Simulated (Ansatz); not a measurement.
Starting structure, (110) slab as cut from the bulk (InP, F-43m (No. 216), (1 1 0) face):

```xyz
12
Lattice="4.2142 0.0000 0.0000 0.0000 5.9598 0.0000 0.0000 0.0000 25.5355" Properties=species:S:1:pos:R:3 pbc="T T T"
In    2.1071    2.9799    7.5000
P     0.0000    1.4899    7.5000
In    0.0000    0.0000    9.6071
P     2.1071    4.4698    9.6071
In    2.1071    2.9799   11.7142
P     0.0000    1.4899   11.7142
In    0.0000    0.0000   13.8213
P     2.1071    4.4698   13.8213
In    2.1071    2.9799   15.9284
P     0.0000    1.4899   15.9284
In    0.0000    0.0000   18.0355
P     2.1071    4.4698   18.0355
```

Method: DFT PBE, scalar-relativistic, plane waves, PAW (Ansatz). Cutoff 420 eV; k points 8×6×1 on the computed 12-atom cell (Γ-centred); Gaussian smearing, width 0.05 eV; no spin polarisation. A dipole correction removes the field between periodic images along c.

All atoms are free. The cell is fixed. Force threshold 0.02 eV/Å.

Question: Where does it end?

Answer: The energy falls by 1.167 eV in 5 steps, to:

```
CELL_PARAMETERS angstrom
4.21421 0.00000 0.00000
0.00000 5.95979 0.00000
0.00000 0.00000 25.53552
ATOMIC_POSITIONS crystal
In 0.50000 0.44701 0.31126
P 0.00000 0.23797 0.28459
In 0.00000 0.01708 0.37207
P 0.50000 0.76768 0.37744
In 0.50000 0.51612 0.46081
P 0.00000 0.26417 0.45684
In 0.00000 0.01612 0.53919
P 0.50000 0.76416 0.54316
In 0.50000 0.51708 0.62793
P 0.00000 0.26767 0.62256
In 0.00000 0.94700 0.68874
P 0.50000 0.73795 0.71541
```

Cost: 1 run of about 4.6 core-minutes, on Intel Xeon 6975P-C (Granite Rapids) (shared hosts).